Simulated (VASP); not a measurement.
## MnO: single point with r2SCAN+U

The system is MnO.

```
Mn O
1.0
     0.00000    2.22200    2.22200
     2.22200    0.00000    2.22200
     2.22200    2.22200    0.00000
Mn O
1 1
Cartesian
  0.0000 0.0000 0.0000
  2.2220 2.2220 2.2220
```

| Item | Value |
| --- | --- |
| Program | VASP 6.6.1 |
| Task | single point |
| Functional | r2SCAN |
| Potentials or basis | VASP PAW PBE potentials, release 64 (Mn_pv, O) |
| Cutoff | 520 eV |
| k mesh | 7 × 7 × 7 |
| Occupations | gaussian, width 0.05 eV |
| Spin | collinear spin, ferromagnetic start |
| Starting moments | [4.0, 0.0] μB |
| Hubbard terms | Mn d U = 6 eV |

* Pressure: 4.8 GPa
* Band gap on the k mesh: 1.33 eV, indirect (least direct gap 3.24 eV)
* Net moment: 5.00 μB per cell
* Site moments: Mn +4.71; O +0.12 μB
* Valence electrons inside the program's atomic spheres: Mn 11.35; O 5.06

Levels at points of the mesh, in eV from the valence-band top:
Spin up:
```csv
k point,band 8,band 9,band 10,band 11,band 12,band 13,band 14,band 15
"(0.00, 0.00, 0.00)",-4.54,-4.54,-2.22,-2.22,-2.22,1.33,16.03,17.32
```
Spin down:
| k point | band 5 | band 6 | band 7 | band 8 | band 9 | band 10 |
| --- | --- | --- | --- | --- | --- | --- |
| (0.00, 0.00, 0.00) | -1.91 | -1.91 | -1.91 | 3.02 | 5.77 | 5.77 |

Eigenvalues of the final occupation matrices:
```tsv
site	spin	trace	eigenvalues
site 1 d	1	4.82	0.95 0.95 0.95 0.99 0.99
site 1 d	2	0.16	0.01 0.01 0.01 0.06 0.06
```

Run time: 30 s on 1 thread of Intel(R) Xeon(R) Platinum 8559C (Emerald Rapids) (shared host), peak memory 0.16 GiB.

Caveat: the PAW data sets were made with another functional, which shifts forces and pressure a little; an odd mesh through Γ misses points on the zone boundary, where band edges often lie; a cell with one magnetic atom can't hold antiferromagnetic order, which such compounds often take. The state reached can hang on the start; a lower one may exist.
